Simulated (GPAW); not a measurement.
# C: equation of state with PBEsol

**What was measured.**

“Equation of state of cubic boron nitride at high pressures and temperatures”, 2007, arxiv:cond-mat/0702656 quotes, for a bulk crystal of C: bulk modulus 444.8 ± 0.8 GPa.

Crystal: C.

```xyz
2
Lattice="0.0000 1.7834 1.7834 1.7834 0.0000 1.7834 1.7834 1.7834 0.0000" Properties=species:S:1:pos:R:3 pbc="T T T"
C     2.6751    2.6751    2.6751
C     1.7834    1.7834    1.7834
```

This isn't the form of C at room conditions, which is graphite.

```yaml
Program: GPAW 26.7.0
Task: equation of state
Functional: PBEsol
Potentials_or_basis: PAW data sets generated in the run's folder for this functional
Cutoff: 800 eV
Basis: pw
k_mesh: 13 × 13 × 13
Occupations: fermi-dirac, width 0.05 eV
Spin: no spin polarisation
```

The equilibrium volume is 5.62 Å³/atom, the bulk modulus is 450 GPa and the pressure derivative of the bulk modulus is 3.7.

Energy against volume, from the lowest point:
| volume (Å³/atom) | energy (meV/atom) |
| --- | --- |
| 5.332 | 21.28 |
| 5.445 | 6.95 |
| 5.558 | 0.11 |
| 5.672 | 0.00 |
| 5.785 | 6.05 |
| 5.899 | 17.69 |
| 6.012 | 34.45 |

It took 86 s on 1 thread of Arm Neoverse V2, with other jobs on the host, peak memory 0.2 GiB.

Against the measured bulk modulus of C, 444.8 GPa (quoted in “Equation of state of cubic boron nitride at high pressures and temperatures”, 2007, arxiv:cond-mat/0702656), the calculated 450 GPa is off by +1.2 %. 3 values of this kind are on record (442 to 444.8 GPa); this one was drawn at random among those near their median, those with a stated uncertainty first. The fit is for a static lattice scaled at fixed shape and fixed fractional positions. The cell as given is a measured one (5.67 Å³/atom); PBEsol puts the equilibrium volume -1.0 % from it, thermal expansion not counted.
